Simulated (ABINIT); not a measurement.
A run of ABINIT 10.8.3 (patched build):

Contents of run.abi:

```
# Datasets: one volume each
ndtset 7
getwfk -1
scalecart1 3*0.9795861087
scalecart2 3*0.9864848297
scalecart3 3*0.9932883884
scalecart4 3*1.0000000000
scalecart5 3*1.0066227096
scalecart6 3*1.0131594038
scalecart7 3*1.0196128224

# Pseudopotentials
pp_dirpath "./"
pseudos "Ge.LDA_PW-JTH.xml"

# Structure
acell 3*1.0 Angstrom
rprim
     0.0000000000     2.8289100000     2.8289100000
     2.8289100000     0.0000000000     2.8289100000
     2.8289100000     2.8289100000     0.0000000000
ntypat 1
znucl 32
natom 2
typat 1 1
xred
     0.7500000000     0.7500000000     0.7500000000
     0.5000000000     0.5000000000     0.5000000000

# Plane-wave basis
ecut 22.0
pawecutdg 44.0

# k points
kptopt 1
ngkpt 8 8 8
nshiftk 1
shiftk 0.0 0.0 0.0

# Exchange and correlation
ixc 1

# Bands and occupations
nband 18
occopt 3
tsmear 0.05 eV

# SCF cycle
nstep 100
tolvrs 1.0e-9

# Output
iomode 3
prtwf 1
prtden 0
prteig 0
prtebands 0
enunit 1
```

Potentials or basis: JTH PAW LDA v2.0.

Run with:

```console
$ abinit run.abi > log 2>&1
```

Hardware: 1 thread of Intel(R) Xeon(R) 6975P-C (Granite Rapids), on a shared host.

Task: How long does it take, and how much memory?

Result: Run time: 120 s on 1 thread of Intel(R) Xeon(R) 6975P-C (Granite Rapids), with other jobs on the host, peak memory 0.16 GiB. Counts: scf iterations 87, mpi ranks 1, k points 29, bands 18, plane waves 1427.
